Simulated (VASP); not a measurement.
BaTiO3 (Barioperovskite):

```xyz
5
Lattice="3.9064 0.0000 0.0000 0.0000 2.8026 2.8138 0.0000 -2.8026 2.8138" Properties=species:S:1:pos:R:3 pbc="T T T"
Ba    0.0000    0.0000    0.0383
Ti    1.9532    0.0000    2.9308
O     0.0000    0.0000    2.7659
O     1.9532   -1.3724    4.1581
O     1.9532    1.3724    4.1581
```

The cell isn't the ideal one: a relaxed cell with its volume scaled by 0.96.

```yaml
Program: VASP 6.6.1
Task: relaxation of shape and atoms at fixed volume
Functional: PBEsol
Potentials_or_basis: VASP PAW PBE potentials, release 64 (Ba_sv, Ti_sv, O)
Cutoff: 600 eV
k_mesh: 10 × 10 × 10
Occupations: methfessel-paxton, width 0.1 eV
Spin: no spin polarisation
```

At the start: pressure 7.8 GPa; volume 12.32 Å³/atom.

Task: Where does the relaxation end?

Result: Over 9 steps the energy falls by 3.4 meV/atom; space group Amm2 (No. 38, to 0.05 Å).

Step by step:
```
step  energy change (eV)  largest force (eV/Å)  pressure (GPa)
   1              0.0000                0.3939            7.76
   2             -0.0115                0.1131            6.60
   3             -0.0121                0.0943            6.30
   4             -0.0152                0.0864            6.09
   5             -0.0160                0.0789            5.95
   6             -0.0168                0.0372            5.85
   7             -0.0170                0.0249            5.75
   8             -0.0170                0.0236            5.76
   9             -0.0171                0.0048            5.71
```

Final structure:
```xyz
5
Lattice="3.9355 0.0000 0.0000 0.0000 2.7963 2.7993 0.0000 -2.7963 2.7993" Properties=species:S:1:pos:R:3 pbc="T T T"
Ba    0.0000    0.0000    0.0177
Ti    1.9678    0.0000    2.8681
O     0.0000    0.0000    2.7691
O     1.9678   -1.3859    4.1621
O     1.9678    1.3859    4.1621
```

Caveat: the PAW data sets were made with another functional, which shifts forces and pressure a little.
